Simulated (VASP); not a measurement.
# From VASP inputs to Ansatz: CdSe (strained zincblende)

INCAR

```
LCHARG = .FALSE.
LREAL = .FALSE.
NSW = 0
ENCUT = 520
GGA = PE
IBRION = -1
LWAVE = .FALSE.
NBANDS = 16
LASPH = .TRUE.
NELM = 120
ISMEAR = -1
EDIFF = 1E-7
SIGMA = 0.02
ISIF = 2
PREC = Accurate
```

KPOINTS

```
KPOINTS created by Atomic Simulation Environment
0
Gamma
8 8 8
0 0 0
```

KPOINTS_OPT

```
special points
6
Reciprocal
0.0000000000 0.0000000000 0.0000000000 1
-0.5000000000 -0.5000000000 0.0000000000 1
-0.3750000000 -0.3750000000 0.2500000000 1
-0.3750000000 0.0000000000 0.3750000000 1
0.0000000000 0.0000000000 0.5000000000 1
-0.5000000000 -0.2500000000 0.2500000000 1
```

POSCAR

```
Cd Se
 1.0000000000000000
     0.0000000000000000    2.9450697267999999    2.9450697267999999
     2.9450697267999999    0.0000000000000000    2.9450697267999999
     2.9450697267999999    2.9450697267999999    0.0000000000000000
 Cd  Se
   1   1
Cartesian
  0.0000000000000000  0.0000000000000000  0.0000000000000000
  1.4725348633999999  1.4725348633999999  1.4725348633999999
```

VASP ran with the recommended PBE PAW datasets (18 valence electrons in the cell).

**Question.** Write an Ansatz input for this cell and level of theory.

**Answer.** 

```yaml
crystal:
  lattice:
    - [0.0, 2.9450697268, 2.9450697268]
    - [2.9450697268, 0.0, 2.9450697268]
    - [2.9450697268, 2.9450697268, 0.0]
  atoms:
    - { symbol: Cd, position: [0.0, 0.0, 0.0] }
    - { symbol: Se, position: [0.25, 0.25, 0.25] }
kpoints:
  mp_grid: { grid: [8, 8, 8] }
  band_path:
    path:
      - [0.0, 0.0, 0.0]
      - [-0.5, -0.5, 0.0]
      - [-0.375, -0.375, 0.25]
      - [-0.375, 0.0, 0.375]
      - [0.0, 0.0, 0.5]
      - [-0.5, -0.25, 0.25]
    npoints: 1
hamiltonian:
  xc: pbe
scf:
  occupations: { method: fermi_dirac, width: 0.02 }
  n_extra_bands: 4
output:
  forces: true
  stress: true
  eigenvalues: true
```

Other inputs would serve too.

```csv
,VASP,Ansatz
gap between bands v and c,0.81 eV,0.80 eV
least direct gap,0.81 eV,0.80 eV
pressure,10.2 GPa,9.7 GPa
```

The two codes use different PAW datasets and cutoffs. VASP's cell holds 18 valence electrons and Ansatz's 36. Ansatz's stress includes a Pulay correction; VASP's doesn't.
